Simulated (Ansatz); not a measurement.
**C5H6 (cyclopentadiene) at PBE-QIDH/6-31G(d) (spherical functions)**

Aim: the electronic atomisation energy of C5H6 (cyclopentadiene) at PBE-QIDH/6-31G* (spherical functions), from 3 runs. 

The calculation is run with Ansatz 0.2.0.

35 further runs of the same task are left out: 35 set aside as unsound or not needed.

## 1. Starting point

The species is C5H6 (11 atoms), meant as a singlet with charge 0. SMILES: `C1=CCC=C1`. The shape is that of a PBE0-D4/def2-TZVP optimisation.

Bond lengths: C1–C2 1.342 Å, C2–C3 1.493 Å, C3–C4 1.493 Å, C1–C5 1.460 Å, C4–C5 1.342 Å, C1–H6 1.082 Å, C2–H7 1.081 Å, C3–H8 1.098 Å, C3–H9 1.098 Å, C4–H10 1.081 Å, C5–H11 1.082 Å. Some angles: C1–C2–C3 109.1°, C2–C1–C5 109.2°, C2–C3–C4 103.4°, C3–C4–C5 109.1°, C1–C5–C4 109.2°, C1–C2–H7 126.8°, C3–C2–H7 124.1°, C2–C1–H6 126.1°, C5–C1–H6 124.7°, C2–C3–H8 112.0°.

## 2. A single-point energy at PBE-QIDH/6-31G(d) (spherical functions)

File job.yaml:

```yaml
crystal:
  periodic: [false, false, false]
  atoms:
    - symbol: C
      position_ang: [-1.190900, 0.435600, -0.253200]
    - symbol: C
      position_ang: [-0.728000, 0.015400, 0.934400]
    - symbol: C
      position_ang: [0.696000, -0.404800, 0.781800]
    - symbol: C
      position_ang: [0.975900, -0.162000, -0.664000]
    - symbol: C
      position_ang: [-0.129400, 0.325400, -1.248800]
    - symbol: H
      position_ang: [-2.189500, 0.800700, -0.455900]
    - symbol: H
      position_ang: [-1.275300, -0.023600, 1.866100]
    - symbol: H
      position_ang: [0.845500, -1.456900, 1.058000]
    - symbol: H
      position_ang: [1.366100, 0.173100, 1.432000]
    - symbol: H
      position_ang: [1.927600, -0.357200, -1.138600]
    - symbol: H
      position_ang: [-0.232600, 0.597500, -2.291400]
basis:
  gaussian: {orbitals: 6-31G_st_-spherical.json}
accuracy: high
output: {orbitals: {seedname: orbitals}}
hamiltonian: {xc: {name: PBE-QIDH}}
correlation: {frozen_orbitals: {C: 1, H: 0}}
```

The basis set 6-31G* is read from a file made from the Basis Set Exchange's data (not shown).

Launch:

```sh
$ ansatz run job.yaml --threads 1 --pin off --max-ram 3480MiB --events-out events.jsonl --progress --plain --runs-dir runs
```

The log of the run:

```text
Warning: RAYON_NUM_THREADS=1 ignored (pool sized by the plan → 1); use --threads N
Functional definition: PBE-QIDH
  name "PBE-QIDH"
  parameter a = 3^(-1/3)
  parameter c = 1/3
  exchange = (1 - a)*pbe_x + a*exact_x
  correlation = (1 - c)*pbe_c + c*(mp2_os + mp2_ss)
2078 factors; integrals over basis functions are off by at most 3.1e-9 eV
mean field evaluation 1: about -5263.5204 eV, gradient 3.1e1 eV
mean field evaluation 2: about -5263.5213 eV, gradient 3.1e1 eV
mean field evaluation 4: about -5266.1504 eV, gradient 2.3e0 eV
mean field evaluation 8: about -5266.1683 eV, gradient 4.8e-2 eV
mean field evaluation 16: about -5266.1683 eV, gradient 2.6e-6 eV
mean field -5266.16834446 eV, -193.5281171219 hartree, gradient 9.3e-9 eV, S^2 0.000000; 0 other end points of the search recorded, 0 dependent functions left out
5 core orbitals not correlated: weight in the atoms' cores, before any rotation towards them, 1.000 or more for the frozen orbitals, at most 0.000 for the correlated occupied ones
reference -5266.16834516 eV, -193.5281171476 hartree; 13, 13 occupied and 64, 64 virtual orbitals, 2078 factors
second order -19.46393649 eV of doubles, -0.00000000 eV of singles
Total energy: -5272.65632399 eV, -193.7665459719 hartree
```

Run time: 5.4 s. Hardware: 1 thread of Intel Xeon 6975P-C (Granite Rapids), shared host; peak memory 0.29 GiB.

## 3. The C atom, same level

File input.yaml:

```yaml
crystal:
  periodic: [false, false, false]
  atoms:
    - {symbol: C, position_ang: [0.000000, 0.000000, 0.000000]}
basis:
  gaussian:
    orbitals: 6-31G_st_-spherical.json
magnetization:
  spin_polarized: true
  initial_magnetization: 2
hamiltonian:
  xc: {name: PBE-QIDH}
correlation:
  frozen_orbitals: {C: 1}
accuracy: high
```

The basis set 6-31G* is read from a file made from the Basis Set Exchange's data (not shown).

Run the same way, it converges to -37.78314 Eh (log not shown).

## 4. The H atom, same level

File in.yaml:

```yaml
basis:
  gaussian:
    orbitals: "6-31G*"
crystal:
  periodic: [false, false, false]
  atoms:
    - {symbol: H, position_ang: [0.000000, 0.000000, 0.000000]}
magnetization:
  spin_polarized: true
  initial_magnetization: 1
accuracy: high
hamiltonian:
  xc: {name: PBE-QIDH}
correlation:
  frozen_orbitals: {H: 0}
```

Launch:

```sh
$ ansatz run in.yaml --threads 1 --pin off --max-ram 3480MiB --events-out events.jsonl --progress --plain --runs-dir runs
```

The log of the run:

```text
Warning: RAYON_NUM_THREADS=1 ignored (pool sized by the plan → 1); use --threads N
Functional definition: PBE-QIDH
  name "PBE-QIDH"
  parameter a = 3^(-1/3)
  parameter c = 1/3
  exchange = (1 - a)*pbe_x + a*exact_x
  correlation = (1 - c)*pbe_c + c*(mp2_os + mp2_ss)
3 factors; integrals over basis functions are off by at most 5.4e-10 eV
mean field evaluation 1: about -13.5976 eV, gradient 1.1e0 eV
mean field evaluation 2: about -13.5974 eV, gradient 1.1e0 eV
mean field evaluation 4: about -13.6089 eV, gradient 2.2e-4 eV
mean field evaluation 8: about -13.6089 eV, gradient 2.0e-8 eV
mean field -13.60885662 eV, -0.5001162562 hartree, gradient 8.0e-8 eV, S^2 0.750000; 0 other end points of the search recorded, 0 dependent functions left out
reference -13.60885711 eV, -0.5001162743 hartree; 1, 0 occupied and 1, 2 virtual orbitals, 3 factors
second order 0.00000000 eV of doubles, -0.00000000 eV of singles
Total energy: -13.60885711 eV, -0.5001162743 hartree
```

Run time: 0.08 s. Hardware: 1 thread of Intel Xeon 6975P-C (Granite Rapids), shared host.

## 5. Results

Level: PBE-QIDH/6-31G* (spherical functions), 5 core orbitals frozen.

| quantity | value |
| --- | --- |
| molecule: total energy | -193.76655 Eh |
| molecule: HOMO energy (SCF part's orbitals) | -7.60 eV |
| molecule: LUMO energy (SCF part's orbitals) | 1.94 eV |
| molecule: HOMO–LUMO gap (SCF part's orbitals) | 9.54 eV |
| C atom: total energy | -37.78314 Eh |
| C atom: ⟨S²⟩ | 2.003 |
| H atom: total energy | -0.50012 Eh |
| H atom: ⟨S²⟩ | 0.750 |
| electronic atomisation energy | 50.345 eV |

In words: Taking the molecule apart into free atoms costs 50.34 eV (4858 kJ/mol), before zero-point energy and without spin-orbit coupling.
